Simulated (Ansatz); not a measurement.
# HgSe (F-43m) in Ansatz: equation of state

How stiff is HgSe in PBE, and what volume does it want? The cell is scaled to several volumes.

Everything below comes from runs of Ansatz 0.2.0. Logs are shortened: lines on timing, memory, paths and dates and some standing lists are left out, and cuts for length are marked.

**1. The crystal as given**

The structure is cubic, space group F-43m (No. 216). Conventional cell: a = 6.078 Å, b = 6.078 Å, c = 6.078 Å, α = 90.00°, β = 90.00°, γ = 90.00°. Hg (site symmetry -43m) has 4 Se at 2.63 Å as nearest neighbours. Se (site symmetry -43m) is surrounded by 4 Hg at 2.63 Å.

**2. Single point, PBE, 26.38 Å³/atom (volume scaled by 0.94)**

Contents of input.yaml:

```yaml
crystal:
  lattice:
    - [0.0, 2.9769621844, 2.9769621844]
    - [2.9769621844, 0.0, 2.9769621844]
    - [2.9769621844, 2.9769621844, 0.0]
  atoms:
    - { symbol: Hg, position: [0.0, 0.0, 0.0] }
    - { symbol: Se, position: [0.75, 0.75, 0.75] }
hamiltonian:
  xc: pbe
  pseudopotentials: { kind: paw }
kpoints:
  mp_grid: { grid: [8, 8, 8] }
scf:
  occupations: { method: fermi_dirac, width: 0.05 }
output:
  forces: true
  stress: true
  eigenvalues: true
```

Potentials or basis: Ansatz PAW.

The run is started by

```
$ ansatz run input.yaml --threads 1 --pin off --max-ram 2560MiB --backend cpu --events-out ev --progress --plain --runs-dir out
```

What it wrote:

```text
Warning: RAYON_NUM_THREADS=1 ignored (pool sized by the plan → 1); use --threads N
Engine: ansatz 0.2.0, aarch64-unknown-linux-gnu
Pseudopotentials: kind: paw
Pseudopotential: Hg, paw, valence charge 20, recommended cutoff 420 eV (normal), Hg.paw.azcp
Pseudopotential: Se, paw, valence charge 16, recommended cutoff 420 eV (normal), Se.paw.azcp
Functional definition: PBE
  parameter kappa = 0.804
  parameter beta = 0.06672455060314922
  exchange = pbe_x(kappa = kappa, mu = beta*pi^2/3)
  correlation = pbe_c(beta = beta)
Crystal: 2 atoms, lattice volume = 52.765 Å³
Basis set: ecut = 420 eV, 965 PW (Γ), exchange–correlation on 60×60×60 points (8 copies of the dense FFT grid, shifted against one another)
Bands: 22, of which v1, the nominal top of the filled ones, is band 18 counted from 1 (17 counted from 0)
Symmetry: 24 space group operations
Space group: F-43m (ITA 216), of the structure as read, at distance tolerance 3.8e-5 Å
k-points: 29 of 512 (time reversal used)
Non-local potential: Hg, projectors of the file, l = 0: 3, l = 1: 2, l = 2: 2, l = 3: 1
Non-local potential: Se, projectors of the file, l = 0: 2, l = 1: 2, l = 2: 3, l = 3: 1
PAW form: soft (Blöchl's): semilocal exchange-correlation on the pseudo side does not see the compensation charge
PAW one-centre angular grid: Hg, 590 points (default); XC on 64 Gauss nodes
PAW one-centre angular grid: Se, 590 points (default); XC on 64 Gauss nodes
Initial density: superposition of atomic densities (neutral atoms: chi_scale 0, normalization atom), corrected by the library's trained network
Initial wavefunctions: pseudopotential atomic-orbital guess
Functional: x = pbe(κ = 0.804, μ = 0.2195149727645171), c = pbe(β = 0.06672455060314922)
SCF iter   1: F=—  HF=-19282.742441 eV  |F-HF|=—  |Δ(HF+E_count)|=         —  Δρ=1.16e-3  dr2=1.14e-3  ethr=1.77e-3  ⟨swp⟩=6.0  Hψ=2760  notcnv=0
preconditioner: auto → none  [insulator: Δε(μ)=0.654 eV  Ē_g=11.652 eV  σ=0.050 eV  W_gap=0.73  n_scr=14 (ndim 8)  ℏωp=21.7 eV  f_vac=0.177  D(μ)=0.06/eV (n_scr^D=0)  ε∞_Penn≈4.5]
SCF iter   2: F=—  HF=-19282.743356 eV  |F-HF|=—  |Δ(HF+E_count)|=   9.15e-4  Δρ=4.56e-4  dr2=1.02e-4  ethr=3.18e-6  ⟨swp⟩=2.0  Hψ=1170  notcnv=0
SCF iter   3: F=—  HF=-19282.743413 eV  |F-HF|=—  |Δ(HF+E_count)|=   5.73e-5  Δρ=2.26e-4  dr2=2.38e-5  ethr=2.82e-7  ⟨swp⟩=2.2  Hψ=1082  notcnv=0
SCF iter   4: F=—  HF=-19282.743431 eV  |F-HF|=—  |Δ(HF+E_count)|=   1.84e-5  Δρ=6.84e-5  dr2=1.91e-6  ethr=6.62e-8  ⟨swp⟩=2.0  Hψ=897  notcnv=0
iter 5 did not close the SCF: its close was put off for the readings that it lacked (scf_convergence_deferred on its scf_iter line)
SCF iter   5: F=-19282.743436 eV  HF=-19282.743436 eV  |F-HF|=9.15e-8  |Δ(HF+E_count)|=   4.81e-6  Δρ=9.08e-6  dr2=2.69e-8  ethr=5.31e-9  ⟨swp⟩=2.0  Hψ=901  notcnv=0
SCF iter   6: F=-19282.743436 eV  HF=-19282.743436 eV  |F-HF|=7.15e-9  |Δ(HF+E_count)|=   1.02e-7  Δρ=2.42e-6  dr2=2.16e-9  ethr=7.47e-11  ⟨swp⟩=2.9  Hψ=2321  notcnv=0
SCF 1 converged in 6 iterations: F = -19282.743436 eV  dr2 = 2.16e-9
SCF converged after 6 iterations
Free energy (F): -19282.743436 eV
Harris-Foulkes:  -19282.743436 eV  (|F-HF|=7.15e-9)
Internal energy: -19282.742887 eV  (E = F + TS)
E sigma→0 (E₀):  -19282.743162 eV
Entropy (-TS):   -0.000549 eV (-0.275 meV/atom)
Fermi energy:    10.028662 eV
--- Per-component energies (eV) ---
  E_band       = -840.267309
  E_kinetic    = 724.315501
  E_local      = -5632.294662  (includes V_loc(G=0)·N_el)
  E_nonlocal   = -522.966951
  E_hartree    = 2586.821704
  E_xc         = -325.510126
  E_vxc        = -361.712648  (∫ρ·V_xc dr)
  E_paw        = -11855.426578  (= ΣΔE_a)
  E_vpaw       = -221.253714  (= ΣTr[D̂ρ^β])
  E_aug_tail   = 0.000352  (compensation charges beyond the density's cutoff)
  E_ewald      = -4257.682128
  E_smearing   = -0.000549  (= −TS)
  E_closure    = -0.000000  (closes the sum)
  Σ components = -19282.743436   (vs F -19282.743436, Δ=0.00e0)
--- Forces (eV/Å), atoms counted from 1 ---
  atom   1  Hg    -0.00000000    -0.00000000    -0.00000000
  atom   2  Se     0.00000000    -0.00000000     0.00000000
  max |Σ_I F_I| component: 2.08e-17 eV/Å
--- Stress (GPa, compression-positive) ---
        9.352456      -0.000000      -0.000000
       -0.000000       9.352456       0.000000
       -0.000000       0.000000       9.352456
  P = ⅓ Tr σ = 9.3525 GPa (93.525 kbar)
--- Band table (eV; the first three rows and the last of 29) ---
  k-point 0: bands = ["-104.7569", "-53.2312", "-53.2312", "-53.2312", "-37.7385", "-37.7385", "-37.7385", "-37.7340", "-37.7340", "-3.9731", "2.3954", "2.3954", "2.3954", "3.2557", "3.2557", "9.1247", "9.9797", "9.9797", "9.9797", "15.3866", "15.3866", "15.3866"]
  k-point 1: bands = ["-104.7569", "-53.2313", "-53.2312", "-53.2312", "-37.7385", "-37.7385", "-37.7385", "-37.7340", "-37.7340", "-3.8963", "2.4209", "2.4302", "2.4302", "3.2526", "3.2526", "8.1166", "9.7986", "9.7986", "10.6382", "15.0640", "15.6239", "15.6239"]
  k-point 2: bands = ["-104.7569", "-53.2316", "-53.2313", "-53.2313", "-37.7387", "-37.7385", "-37.7385", "-37.7340", "-37.7340", "-3.7048", "2.5075", "2.5075", "2.5646", "3.2586", "3.2586", "6.5830", "9.3963", "9.3963", "11.0825", "15.3484", "16.0415", "16.0415"]
  k-point 28: bands = ["-104.7569", "-53.2317", "-53.2317", "-53.2315", "-37.7388", "-37.7386", "-37.7385", "-37.7340", "-37.7339", "-3.2322", "2.7139", "2.8567", "3.1342", "3.1928", "3.9920", "4.3063", "6.8719", "7.3010", "13.7943", "15.0643", "16.1192", "17.3791"]
```

Wall time 2.6 s (1 thread of Arm Neoverse V2, shared host); peak memory 0.32 GiB.

What came out:

```yaml
Free_energy: -19282.7434 eV
Pressure: 9.4 GPa
Band_gap_on_the_k_mesh: none (metal or under the smearing width)
```

**3. Single point, PBE, 26.94 Å³/atom (volume scaled by 0.96)**

input.yaml, as its differences from that of step 2:

```diff
@@ -2,5 +2,5 @@
   lattice:
-    - [0.0, 2.9769621844, 2.9769621844]
-    - [2.9769621844, 0.0, 2.9769621844]
-    - [2.9769621844, 2.9769621844, 0.0]
+    - [0.0, 2.9979273976, 2.9979273976]
+    - [2.9979273976, 0.0, 2.9979273976]
+    - [2.9979273976, 2.9979273976, 0.0]
   atoms:
```

Potentials or basis: Ansatz PAW.

The run is started by

```
$ ansatz run input.yaml --threads 1 --pin off --max-ram 2560MiB --backend cpu --events-out ev --progress --plain --runs-dir out
```

Wall time 2.6 s (1 thread of Arm Neoverse V2, shared host); peak memory 0.33 GiB.

Results (log left out):

- Free energy: -19282.8028 eV
- Pressure: 7.6 GPa
- Band gap on the k mesh: none (metal or under the smearing width)

**4. Single point, PBE, 27.51 Å³/atom (volume scaled by 0.98)**

input.yaml, as its differences from that of step 3:

```diff
@@ -2,5 +2,5 @@
   lattice:
-    - [0.0, 2.9979273976, 2.9979273976]
-    - [2.9979273976, 0.0, 2.9979273976]
-    - [2.9979273976, 2.9979273976, 0.0]
+    - [0.0, 3.0186034123, 3.0186034123]
+    - [3.0186034123, 0.0, 3.0186034123]
+    - [3.0186034123, 3.0186034123, 0.0]
   atoms:
```

The run is started by

```
$ ansatz run input.yaml --threads 1 --pin off --max-ram 2560MiB --backend cpu --events-out ev --progress --plain --runs-dir out
```

It took 2.6 s on 1 thread of Arm Neoverse V2, shared host; peak memory 0.33 GiB.

Results (log left out):

* Free energy: -19282.8508 eV
* Pressure: 6.1 GPa
* Band gap on the k mesh: none (metal or under the smearing width)

**5. Single point, PBE, 28.07 Å³/atom**

input.yaml, as its differences from that of step 4:

```diff
@@ -2,5 +2,5 @@
   lattice:
-    - [0.0, 3.0186034123, 3.0186034123]
-    - [3.0186034123, 0.0, 3.0186034123]
-    - [3.0186034123, 3.0186034123, 0.0]
+    - [0.0, 3.039, 3.039]
+    - [3.039, 0.0, 3.039]
+    - [3.039, 3.039, 0.0]
   atoms:
```

The run is started by

```
$ ansatz run input.yaml --threads 1 --pin off --max-ram 2560MiB --backend cpu --events-out ev --progress --plain --runs-dir out
```

It took 2.6 s on 1 thread of Arm Neoverse V2, shared host; peak memory 0.33 GiB.

It converged, with:

| Quantity | Value |
| --- | --- |
| Free energy | -19282.8886 eV |
| Pressure | 4.7 GPa |
| Band gap on the k mesh | none (metal or under the smearing width) |

**6. Single point, PBE, 28.63 Å³/atom (volume scaled by 1.02)**

input.yaml, as its differences from that of step 5:

```diff
@@ -2,5 +2,5 @@
   lattice:
-    - [0.0, 3.039, 3.039]
-    - [3.039, 0.0, 3.039]
-    - [3.039, 3.039, 0.0]
+    - [0.0, 3.0591264144, 3.0591264144]
+    - [3.0591264144, 0.0, 3.0591264144]
+    - [3.0591264144, 3.0591264144, 0.0]
   atoms:
```

Potentials or basis: Ansatz PAW.

The run is started by

```
$ ansatz run input.yaml --threads 1 --pin off --max-ram 2560MiB --backend cpu --events-out ev --progress --plain --runs-dir out
```

It took 2.6 s on 1 thread of Arm Neoverse V2, shared host; peak memory 0.33 GiB.

It converged, with:

```
Free energy            : -19282.9173 eV
Pressure               : 3.5 GPa
Band gap on the k mesh : none (metal or under the smearing width)
```

**7. Single point, PBE, 29.19 Å³/atom (volume scaled by 1.04)**

input.yaml, as its differences from that of step 6:

```diff
@@ -2,5 +2,5 @@
   lattice:
-    - [0.0, 3.0591264144, 3.0591264144]
-    - [3.0591264144, 0.0, 3.0591264144]
-    - [3.0591264144, 3.0591264144, 0.0]
+    - [0.0, 3.0789914282, 3.0789914282]
+    - [3.0789914282, 0.0, 3.0789914282]
+    - [3.0789914282, 3.0789914282, 0.0]
   atoms:
@@ -19 +19,5 @@
   eigenvalues: true
+  write_density: true
+  write_potential: true
+  elf: true
+  volumetric_format: npy
```

The run is started by

```
$ ansatz run input.yaml --threads 1 --pin off --max-ram 2560MiB --backend cpu --events-out ev --progress --plain --runs-dir out
```

It took 3.9 s on 1 thread of Arm Neoverse V2, shared host; peak memory 0.33 GiB.

The run converged. Its results:

- Free energy: -19282.9378 eV
- Pressure: 2.4 GPa
- Band gap on the k mesh: none (metal or under the smearing width)

**8. Single point, PBE, 29.75 Å³/atom (volume scaled by 1.06)**

Contents of input.yaml:

```yaml
crystal:
  lattice:
    - [0.0, 3.0986033673, 3.0986033673]
    - [3.0986033673, 0.0, 3.0986033673]
    - [3.0986033673, 3.0986033673, 0.0]
  atoms:
    - { symbol: Hg, position: [0.0, 0.0, 0.0] }
    - { symbol: Se, position: [0.75, 0.75, 0.75] }
hamiltonian:
  xc: pbe
  pseudopotentials: { kind: paw }
kpoints:
  mp_grid: { grid: [8, 8, 8] }
scf:
  occupations: { method: fermi_dirac, width: 0.05 }
output:
  forces: true
  stress: true
  eigenvalues: true
```

The run is started by

```
$ ansatz run input.yaml --threads 1 --pin off --max-ram 2560MiB --backend cpu --events-out ev --progress --plain --runs-dir out
```

Run time: 2.7 s. Hardware: 1 thread of Arm Neoverse V2, shared host; peak memory 0.33 GiB.

Results (log left out):

```yaml
Free_energy: -19282.9510 eV
Pressure: 1.4 GPa
Band_gap_on_the_k_mesh: none (metal or under the smearing width)
```

**9. Equation of state, PBE**

Potentials or basis: Ansatz PAW.

No new run: the results of the series are fitted here.

Results:

```yaml
Equilibrium_volume: "30.67 Å³/atom (rough: see the caveat)"
Bulk_modulus: 43 GPa (rough)
```

Energy against volume, from the lowest point:
| volume (Å³/atom) | energy (meV/atom) |
| --- | --- |
| 26.383 | 103.78 |
| 26.944 | 74.07 |
| 27.505 | 50.09 |
| 28.067 | 31.18 |
| 28.628 | 16.85 |
| 29.189 | 6.60 |
| 29.751 | 0.00 |

Caveat: the minimum lies outside the volumes run. Spin-orbit coupling is left out, which matters for the levels of Hg.
